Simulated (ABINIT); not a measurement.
Crystal: Si.

```
CELL_PARAMETERS angstrom
0.00000 2.72185 2.72185
2.72185 0.00000 2.72185
2.72185 2.72185 0.00000
ATOMIC_POSITIONS crystal
Si 0.50000 0.50000 0.50000
Si 0.75000 0.75000 0.75000
```

Program: ABINIT 10.8.3 (patched build). Alike in all runs: task band structure; potentials or basis JTH PAW PBE v2.0; no spin polarisation; cell as given; k mesh 8 × 8 × 8; cutoff (eV) 490; smearing fermi-dirac 0.05 eV.

**Question.** Order these runs on this cell by their band gap on the k mesh, lowest first.
A. level BLYP
B. level WC
C. level RPBE

**Answer.** B (0.54 eV), C (0.69 eV), A (0.85 eV).

A k mesh can miss the band edges.

Runs at the PBE level aren't shown here.
